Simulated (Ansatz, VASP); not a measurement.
## Mo: VASP beside Ansatz

```
CELL_PARAMETERS angstrom
2.87945 0.00000 0.00000
-1.43973 2.49368 0.00000
0.00000 0.00000 2.55437
ATOMIC_POSITIONS crystal
Mo 0.00000 0.00000 0.50000
```

Change from the starting cell: strain +0.050 along x and y, +0.025 along z, atoms carried along.

Alike in both runs: task single point; functional PBEsol; k mesh 24 × 24 × 24; occupations gaussian, width 0.15 eV; no spin polarisation.

|  | VASP | Ansatz |
| --- | --- | --- |
| version | VASP 6.6.1 | Ansatz 0.2.0 |
| potentials or method | VASP PAW PBE potentials, release 64 (Mo_sv) | scalar-relativistic, plane waves, PAW |
| plane-wave cutoff (eV) | 520 | 420 |
| valence electrons in the cell | 14 | 14 |

|  | VASP | Ansatz | Ansatz less VASP |
| --- | --- | --- | --- |
| gap on the k mesh at the Fermi level (eV) | none | none | - |
| pressure (GPa) | -20.9 | -21.2 | -0.33 |
| largest component of the traceless stress (GPa) | 2.16 | 1.99 | -0.169 |

A gap of «none» marks a metal or a gap that the smearing closes. With one functional, cell and mesh, what is left measures potentials, basis and numerics.

Caveats: so large a pressure means that the cell lies far from this level's equilibrium, or that cutoff or potentials fall short (VASP); the potentials were made for another functional, which shifts forces and pressure (VASP).
